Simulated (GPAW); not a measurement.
ScAl3:

```
Sc Al
1.0
     4.08781    0.00000    0.00000
     0.00000    4.08781    0.00000
     0.00000    0.00000    4.08781
Sc Al
1 3
Direct
  0.00000 0.00000 0.00000
  0.50000 0.50000 0.00000
  0.00000 0.50000 0.50000
  0.50000 0.00000 0.50000
```

The cell is a database's computed one.

- Program: GPAW 26.7.0
- Task: relaxation of cell and atoms
- Functional: PBEsol
- Dispersion: D3(BJ)
- Potentials or basis: PAW data sets generated in the run's folder for this functional
- Cutoff: 600 eV
- Basis: pw
- k mesh: 7 × 7 × 7
- Occupations: fermi-dirac, width 0.05 eV
- Spin: no spin polarisation

At the start: pressure -4.5 GPa; volume 17.08 Å³/atom.

Task: How do energy, volume and symmetry change on relaxing?

Result: Over 4 steps the energy falls by 11.9 meV/atom and the volume is 16.26 Å³/atom (-4.8 %); space group Pm-3m (No. 221, to 0.05 Å).

Step by step:
```tsv
step	energy change (eV)	largest force (eV/Å)	pressure (GPa)	volume (Å³)
1	0.0000	0.0000	-4.48	68.31
2	-0.0093	0.0000	-4.05	67.96
3	-0.0476	0.0000	0.24	64.88
4	-0.0477	0.0000	-0.01	65.04
```

Final structure:
```cif
data_structure
_symmetry_space_group_name_H-M 'P 1'
_symmetry_Int_Tables_number 1
_cell_length_a 4.0215
_cell_length_b 4.0215
_cell_length_c 4.0215
_cell_angle_alpha 90.000
_cell_angle_beta 90.000
_cell_angle_gamma 90.000
_cell_volume 65.04
loop_
_atom_site_label
_atom_site_type_symbol
_atom_site_fract_x
_atom_site_fract_y
_atom_site_fract_z
_atom_site_occupancy
Sc1 Sc 0.00000 0.00000 0.00000 1
Al1 Al 0.50000 0.50000 0.00000 1
Al2 Al 0.00000 0.50000 0.50000 1
Al3 Al 0.50000 0.00000 0.50000 1
```

Caveat: later steps reuse the first step's grids; pairwise dispersion overbinds metals, which lowers pressure and volume.
